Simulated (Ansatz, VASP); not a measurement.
Two plane-wave programs on BAs

```
As B
1.0
     0.00000    2.38850    2.38850
     2.38850    0.00000    2.38850
     2.38850    2.38850    0.00000
As B
1 1
Direct
  0.75000 0.75000 0.75000
  0.00000 0.00000 0.00000
```

Alike in both runs: task single point; functional PBE; k mesh 10 × 10 × 10; occupations gaussian, width 0.02 eV; no spin polarisation.

|  | VASP | Ansatz |
| --- | --- | --- |
| version | VASP 6.6.1 | Ansatz 0.2.0 |
| potentials or method | VASP PAW PBE potentials, release 64 (As, B) | Ansatz PAW |
| plane-wave cutoff (eV) | 520 | 420 |
| valence electrons in the cell | 8 | 18 |

Ansatz gave:

- gap on the k mesh at the Fermi level (eV): 1.18
- least direct gap on the mesh (eV): 3.28
- pressure (GPa): 2.8

Question: What did VASP give for the same quantities?

Answer: gap on the k mesh at the Fermi level (eV): 1.18; least direct gap on the mesh (eV): 3.28; pressure (GPa): 3.4.

The two sets of potentials don't hold the same shells in valence.

A k mesh can miss the band edges. PBE gaps usually lie below the measured ones, often by a third to a half.
